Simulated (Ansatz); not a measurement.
ZnS, DFT, PBE, all-electron LAPW, scalar-relativistic (Ansatz 0.2.0), run on 1 thread of Arm Neoverse V2 on a shared host.

The cell is COD entry 9000107, as deposited and not checked against the literature; nothing was relaxed. The listed cell was then made from it by scaling, straining or moving an atom.

Command: `ansatz run input.yaml --threads 1 --pin off --max-ram 3072MiB --backend cpu --events-out ev --progress --plain --runs-dir out`

```yaml
crystal:
  lattice:
    - [0.0, 2.6864974396, 2.6864974396]
    - [2.6864974396, 0.0, 2.6864974396]
    - [2.6864974396, 2.6864974396, 0.0]
  atoms:
    - { symbol: Zn, position: [0.0, 0.0, 0.0] }
    - { symbol: S, position: [0.75, 0.75, 0.75] }
kpoints:
  mp_grid: { grid: [8, 8, 8] }
  band_path:
    path:
      - [0.0, 0.0, 0.0]
      - [-0.5, -0.5, 0.0]
      - [-0.375, -0.375, 0.25]
      - [-0.375, 0.0, 0.375]
      - [0.0, 0.0, 0.0]
      - [0.0, 0.0, 0.5]
      - [-0.5, -0.25, 0.25]
      - [-0.5, -0.5, 0.0]
    npoints: 5
scf:
  occupations: { method: fermi_dirac, width: 0.01 }
hamiltonian:
  xc: pbe
  pseudopotentials: { kind: all_electron, lapw: { basis_error: 0.00025 } }
output:
  forces: true
  stress: true
  eigenvalues: true
```

(1) How large is the problem that the program sets up?

(2) Estimate the wall time and the peak memory.

## Answers

(1) 29 irreducible k-points, 537 plane waves at Γ, 21 bands.

(2) 15 s of wall time for 7 SCF iterations, with a peak of 0.29 GiB. Times on shared machines scatter by tens of per cent.
